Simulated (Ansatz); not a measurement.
Input of an Ansatz 0.2.0 run:

The input input.yaml:

```yaml
crystal:
  lattice:
    - [3.98195, 0.0, 0.0]
    - [0.0, 3.98195, 0.0]
    - [0.0, 0.0, 3.98195]
  atoms:
    - { symbol: Au, position: [0.5, 0.0, 0.0] }
    - { symbol: Au, position: [0.0, 0.5, 0.0] }
    - { symbol: Au, position: [0.0, 0.0, 0.5] }
hamiltonian:
  xc: pbe
  pseudopotentials: { kind: paw }
kpoints:
  mp_grid: { grid: [7, 7, 7] }
scf:
  occupations: { method: fermi_dirac, width: 0.05 }
output:
  forces: true
  stress: true
  eigenvalues: true
  write_density: true
  write_potential: true
  elf: true
  volumetric_format: npy
relax:
  f_tol: 0.01
  max_steps: 40
```

Potentials or basis: Ansatz PAW.

Command:

```console
$ ansatz run input.yaml --threads 2 --pin off --max-ram 5632MiB --backend cpu --events-out ev --progress --plain --runs-dir out
```

Task: Predict the band gap on the k mesh.

Result: None (metal or under the smearing width).

Final structure:
```
CELL_PARAMETERS angstrom
3.98195 0.00000 0.00000
0.00000 3.98195 0.00000
0.00000 0.00000 3.98195
ATOMIC_POSITIONS crystal
Au 0.50000 0.00000 0.00000
Au 0.00000 0.50000 0.00000
Au 0.00000 0.00000 0.50000
```

Caveat: the relaxation stopped at its first step, so nothing moved. Spin-orbit coupling is left out, which matters for the levels of Au.
